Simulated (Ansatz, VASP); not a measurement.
**Two plane-wave programs on Sc**

```
Sc
1.0
     0.00000    2.34539    2.34539
     2.34539    0.00000    2.34539
     2.34539    2.34539    0.00000
Sc
1
Cartesian
  0.0000 0.0000 0.0000
```

The cell was built by a generator and needn't be a form met in nature.

Alike in both runs: functional RPBE; k mesh 12 × 12 × 12; occupations fermi-dirac, width 0.1 eV; no spin polarisation.

Ansatz relaxed the structure, and its values are those at the end. VASP's run is a single point on that final structure, the one shown.

|  | VASP | Ansatz |
| --- | --- | --- |
| version | VASP 6.6.1 | Ansatz 0.2.0 |
| potentials or method | VASP PAW PBE potentials, release 64 (Sc_sv) | plane waves (420 eV) with PAW, scalar-relativistic |
| plane-wave cutoff (eV) | 520 | 420 |
| valence electrons in the cell | 11 | 11 |

|  | VASP | Ansatz | Ansatz less VASP |
| --- | --- | --- | --- |
| pressure (GPa) | 0.0 | 0.0 | -0.02 |

With one functional, cell and mesh, what is left measures potentials, basis and numerics.

Caveats: the PAW data sets were made with another functional, which shifts forces and pressure a little (VASP).
